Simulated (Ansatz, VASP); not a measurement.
MgO in VASP and in Ansatz

The input INCAR:

```
SYSTEM = MgO
PREC = Accurate
ENCUT = 520
EDIFF = 1E-6
ISMEAR = 0
SIGMA = 0.03
LREAL = .False.
LASPH = .True.
NELM = 80
ALGO = Normal
ISIF = 2
LWAVE = .False.
LCHARG = .False.
GGA = PE
NBANDS = 11
```

KPOINTS

```
Automatic mesh
0
Gamma
  8 8 8
  0 0 0
```

File POSCAR:

```
MgO
1.0
    0.0000000000      2.1652500000      2.1652500000
    2.1652500000      0.0000000000      2.1652500000
    2.1652500000      2.1652500000      0.0000000000
Mg O
1 1
Direct
    0.0000000000      0.0000000000      0.0000000000
    0.5000000000      0.5000000000      0.5000000000
```

Input for Ansatz:

```yaml
crystal:
  lattice:
    - [0.0, 2.16525, 2.16525]
    - [2.16525, 0.0, 2.16525]
    - [2.16525, 2.16525, 0.0]
  atoms:
    - { symbol: Mg, position: [0.0, 0.0, 0.0] }
    - { symbol: O, position: [0.5, 0.5, 0.5] }
hamiltonian:
  xc: pbe
  pseudopotentials: { kind: paw }
basis:
  ecutwfc: 420
kpoints:
  mp_grid: { grid: [8, 8, 8] }
scf:
  occupations: { method: gaussian, width: 0.03 }
  lower_state_search: "off"
output:
  forces: true
  stress: true
  write_density: true
  write_potential: true
  elf: true
  volumetric_format: npy
```

Alike in both runs: task single point; functional PBE; k mesh 8 × 8 × 8; occupations gaussian, width 0.03 eV; no spin polarisation.

```csv
,VASP,Ansatz
version,VASP 6.6.1,Ansatz 0.2.0
potentials or method,"VASP PAW PBE potentials, release 64 (Mg, O)","PAW, plane waves, scalar-relativistic"
plane-wave cutoff (eV),520,420
valence electrons in the cell,8,16
```

|  | VASP | Ansatz | Ansatz less VASP |
| --- | --- | --- | --- |
| gap on the k mesh at the Fermi level (eV) | 3.96 | 3.98 | +0.020 |
| pressure (GPa) | -7.9 | -7.2 | +0.75 |

The two sets of potentials don't hold the same shells in valence.
